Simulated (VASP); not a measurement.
# NiO (Fm-3m) in VASP: notebook, part 2 of 2

VASP 6.6.1. Earlier steps stand in the parts before.

### Step 4. Relaxation of cell and atoms, r2SCAN50, collinear spin, ferromagnetic start

File POSCAR:

```
NiO
1.0
    0.0000000000      2.0859016414      2.0859016414
    2.0859016414      0.0000000000      2.0859016414
    2.0859016414      2.0859016414      0.0000000000
Ni O
1 1
Direct
    0.0000000000      0.0000000000      0.0000000000
    0.5000000000      0.5000000000      0.5000000000
```

File INCAR.step1:

```
SYSTEM = NiO
ALGO = Normal
EDIFF = 1E-5
ENCUT = 600
GGA = PE
ISMEAR = 0
ISPIN = 2
LASPH = .TRUE.
LCHARG = .FALSE.
LMAXMIX = 4
LORBIT = 11
LREAL = .FALSE.
LWAVE = .TRUE.
MAGMOM = 1 0
NELM = 100
PREC = Accurate
SIGMA = 0.05
```

File INCAR.step2:

```
SYSTEM = NiO
AEXX = 0.5
ALGO = Normal
EDIFF = 1E-6
EDIFFG = -0.02
ENCUT = 600
IBRION = 2
ISIF = 3
ISMEAR = 0
ISPIN = 2
ISTART = 1
LASPH = .TRUE.
LCHARG = .FALSE.
LHFCALC = .TRUE.
LMAXMIX = 4
LMIXTAU = .TRUE.
LORBIT = 11
LREAL = .FALSE.
LWAVE = .FALSE.
MAGMOM = 1 0
METAGGA = R2SCAN
NELM = 100
NSW = 40
PREC = Accurate
PRECFOCK = Fast
SIGMA = 0.05
```

File KPOINTS:

```
k-points
0
G
  5 5 5
  0 0 0
```

Potentials or basis: VASP PAW PBE potentials, release 64 (Ni, O).

Started as:

```bash
cat potpaw_PBE.64/Ni/POTCAR potpaw_PBE.64/O/POTCAR > POTCAR
cp INCAR.step1 INCAR
mpirun -np 1 vasp_std > vasp.out
cp INCAR.step2 INCAR
mpirun -np 1 vasp_std > vasp.out
```

OUTCAR:

```text
SYSTEM = NiO
   AEXX = 0.5
   EDIFF = 1E-6
   EDIFFG = -0.02
   ENCUT = 600
   IBRION = 2
   ISIF = 3
   ISMEAR = 0
   ISPIN = 2
   ISTART = 1
   LASPH = .TRUE.
   LHFCALC = .TRUE.
   LORBIT = 11
   LREAL = .FALSE.
   METAGGA = R2SCAN
   NELM = 100
   NSW = 40
   PREC = Accurate
   PRECFOCK = Fast

 ion  position               nearest neighbor table
   1  0.000  0.000  0.000-   2 2.09   2 2.09   2 2.09   2 2.09   2 2.09   2 2.09
   2  0.500  0.500  0.500-   1 2.09   1 2.09   1 2.09   1 2.09   1 2.09   1 2.09

  LATTYP: Found a face centered cubic cell.
 ALAT       =     4.1718032828

  Lattice vectors:

 A1 = (   0.0000000000,   2.0859016414,   2.0859016414)
 A2 = (   2.0859016414,   0.0000000000,   2.0859016414)
 A3 = (   2.0859016414,   2.0859016414,   0.0000000000)

Analysis of symmetry for initial positions (statically):
=====================================================================
 Subroutine PRICEL returns:
[... 422 lines left out ...]
      5      -1.4113      1.00000
      6      -0.5797      1.00000
      7       0.4539      1.00000
      8       0.8415      1.00000
      9       2.3197      1.00000
     10      19.2452      0.00000
     11      20.9120      0.00000
     12      21.5525      0.00000
     13      25.8126      0.00000
 Fermi energy:         4.1466380583

 spin component 2

 k-point     1 :       0.0000    0.0000    0.0000
  band No.  band energies     occupation
      1     -18.2209      1.00000
      2       0.0749      1.00000
      3       0.0751      1.00000
      4       0.0751      1.00000
      5       2.9063      1.00000
      6       2.9063      1.00000
      7       2.9063      1.00000
      8      12.3302      0.00000
      9      13.2296      0.00000
     10      13.2308      0.00000
     11      28.2958      0.00000
     12      29.7960      0.00000
     13      29.7960      0.00000
[... 171 lines left out ...]
  FREE ENERGIE OF THE ION-ELECTRON SYSTEM (eV)
  ---------------------------------------------------
  free  energy   TOTEN  =       -28.6157472397 eV

  energy  without entropy=      -28.6157472397  energy(sigma->0) =      -28.61574724

 reached required accuracy - stopping structural energy minimisation

 total charge

# of ion       s       p       d       tot
------------------------------------------
    1        0.324   0.442   8.110   8.876
    2        1.551   3.589   0.000   5.141
--------------------------------------------------
tot          1.875   4.032   8.110  14.017

 magnetization (x)

# of ion       s       p       d       tot
------------------------------------------
    1        0.003   0.002   1.814   1.820
    2        0.025   0.143   0.000   0.167
--------------------------------------------------
tot          0.028   0.145   1.814   1.987
```

OUTCAR.step1:

```text
SYSTEM = NiO
   EDIFF = 1E-5
   ENCUT = 600
   GGA = PE
   ISMEAR = 0
   ISPIN = 2
   LASPH = .TRUE.
   LORBIT = 11
   LREAL = .FALSE.
   NELM = 100
   PREC = Accurate

 ion  position               nearest neighbor table
[... 551 lines left out ...]

# of ion       s       p       d       tot
------------------------------------------
    1        0.330   0.399   8.296   9.026
    2        1.563   3.395   0.000   4.957
--------------------------------------------------
tot          1.893   3.794   8.296  13.983

 magnetization (x)

# of ion       s       p       d       tot
------------------------------------------
    1        0.009   0.015   1.068   1.092
    2        0.021   0.143   0.000   0.164
--------------------------------------------------
tot          0.030   0.158   1.068   1.256
```

OSZICAR.step1:

```text
N       E                     dE             d eps       ncg     rms          rms(c)
DAV:   1     0.954868617854E+02    0.95487E+02   -0.84710E+03   520   0.168E+03
DAV:   2    -0.774503381750E+01   -0.10323E+03   -0.91475E+02   588   0.307E+02
DAV:   3    -0.135749044453E+02   -0.58299E+01   -0.56966E+01   565   0.823E+01
DAV:   4    -0.136407540170E+02   -0.65850E-01   -0.65812E-01   603   0.863E+00
DAV:   5    -0.136421572604E+02   -0.14032E-02   -0.14032E-02   560   0.131E+00    0.140E+01
DAV:   6    -0.127808256588E+02    0.86133E+00   -0.17606E+01   555   0.831E+01    0.164E+01
DAV:   7    -0.115025055877E+02    0.12783E+01   -0.69410E+00   587   0.694E+01    0.591E+00
DAV:   8    -0.114732224461E+02    0.29283E-01   -0.36393E-01   618   0.109E+01    0.336E+00
DAV:   9    -0.114695389453E+02    0.36835E-02   -0.63558E-02   754   0.490E+00    0.745E-01
DAV:  10    -0.114730036646E+02   -0.34647E-02   -0.82566E-03   592   0.155E+00    0.952E-01
DAV:  11    -0.114678752510E+02    0.51284E-02   -0.17890E-03   561   0.869E-01    0.424E-01
DAV:  12    -0.114663452620E+02    0.15300E-02   -0.60592E-03   688   0.194E+00    0.254E-01
DAV:  13    -0.114666229526E+02   -0.27769E-03   -0.16230E-03   630   0.780E-01    0.131E-01
DAV:  14    -0.114664910697E+02    0.13188E-03   -0.29832E-04   716   0.407E-01    0.114E-01
DAV:  15    -0.114663872724E+02    0.10380E-03   -0.15824E-04   622   0.273E-01    0.958E-02
DAV:  16    -0.114663428321E+02    0.44440E-04   -0.49589E-05   546   0.149E-01    0.336E-02
DAV:  17    -0.114663410542E+02    0.17779E-05   -0.93769E-06   270   0.620E-02
   1 F= -.11466341E+02 E0= -.11464096E+02  d E =-.449050E-02  mag=     1.2820
```

Wall time 11 min (1 thread of Intel Xeon Platinum 8559C (Emerald Rapids), shared host); peak memory 0.16 GiB.

Results:

```
Free energy                                           : -28.6157 eV
Relaxed volume                                        : 9.00 Å³/atom
Relaxed cell                                          : a = 2.942 Å, b = 2.942 Å, c = 2.942 Å, α = 60.00°, β = 60.00°, γ = 60.00°
Space group after relaxing (to 0.05 Å)                : Fm-3m (No. 225)
Energy gained by relaxing                             : 0.5 meV/atom
Ionic steps                                           : 3
Pressure after relaxing                               : 0.1 GPa
Band gap on the k mesh                                : 7.86 eV, indirect (least direct gap 8.86 eV)
Net moment                                            : 2.00 μB per cell
Site moments                                          : Ni +1.82; O +0.17 μB
Valence electrons inside the program's atomic spheres : Ni 8.88; O 5.14
```

The path:
| step | energy change (eV) | largest force (eV/Å) | pressure (GPa) | volume (Å³) |
| --- | --- | --- | --- | --- |
| 1 | 0.0000 | 0.0000 | -1.81 | 18.15 |
| 2 | -0.0003 | 0.0000 | 1.63 | 17.88 |
| 3 | -0.0009 | 0.0000 | 0.06 | 18.00 |

Final structure:
```
CELL_PARAMETERS angstrom
0.00000 2.08004 2.08004
2.08004 0.00000 2.08004
2.08004 2.08004 0.00000
ATOMIC_POSITIONS crystal
Ni 0.00000 0.00000 0.00000
O 0.50000 0.50000 0.50000
```

Caveat: the k mesh is coarse (spacing up to 0.52 Å⁻¹), so the values aren't converged, least of all with exact exchange; the PAW data sets were made with another functional, which shifts forces and pressure a little; an odd mesh through Γ misses points on the zone boundary, where band edges often lie; a cell with one magnetic atom can't hold antiferromagnetic order, which such compounds often take.

### Step 5. For comparison

An earlier run on the cell as given: functional PBEsol; potentials or basis VASP PAW PBE potentials, release 64 (Ni, O); cutoff 520 eV; k mesh 11 × 11 × 11; occupations fermi-dirac, width 0.05 eV; collinear spin, ferromagnetic start; starting moments [1.0, 0.0] μB.

* Pressure: -7.6 GPa
* Band gap on the k mesh: none (metal or under the smearing width)
* Net moment: 1.34 μB per cell
* Site moments: Ni +1.12; O +0.19 μB
* Valence electrons inside the program's atomic spheres: Ni 9.04; O 4.93

### Step 6. The runs side by side

| task | level | cell | k mesh | cutoff (eV) | smearing | grid for exact exchange (PRECFOCK) | exchange at q = 0 | ladder | mesh quality | gap on the mesh (eV) | pressure (GPa) | moment (μB) | relaxed volume (Å³/atom) |
| --- | --- | --- | --- | --- | --- | --- | --- | --- | --- | --- | --- | --- | --- |
| relaxation of cell and atoms | revPBE+D3(BJ) | relaxed | 11 × 11 × 11 | 600 | fermi-dirac 0.05 eV | - | - | - | not flagged | none | 0.0 | 1.81 | 9.24 |
| relaxation of cell and atoms | revPBE+D4 | relaxed | 11 × 11 × 11 | 600 | fermi-dirac 0.05 eV | - | - | - | not flagged | none | 0.0 | 1.80 | 9.16 |
| relaxation of cell and atoms | r2SCAN50 | relaxed | 5 × 5 × 5 | 600 | gaussian 0.05 eV | Fast | default | - | coarse | 7.86 | 0.1 | 2.00 | 9.00 |
| single point | PBEsol | as given | 11 × 11 × 11 | 520 | fermi-dirac 0.05 eV | - | - | free | not flagged | none | -7.6 | 1.34 | - |

Alike in all rows: potentials or basis VASP PAW PBE potentials, release 64 (Ni, O); spin collinear, ferromagnetic start.

Caveats: some runs use coarse meshes; the PAW data sets were made with another functional, which shifts forces and pressure a little; a cell with one magnetic atom can't hold antiferromagnetic order, which such compounds often take; semilocal functionals often make such compounds metallic where correlation or magnetic order opens a gap, which also shifts bond lengths (some runs); pairwise dispersion overbinds metals, which lowers pressure and volume (some runs); an odd mesh through Γ misses points on the zone boundary, where band edges often lie (some runs).

Total energies depend on the potentials used, so only differences within one code and one set of settings carry meaning.
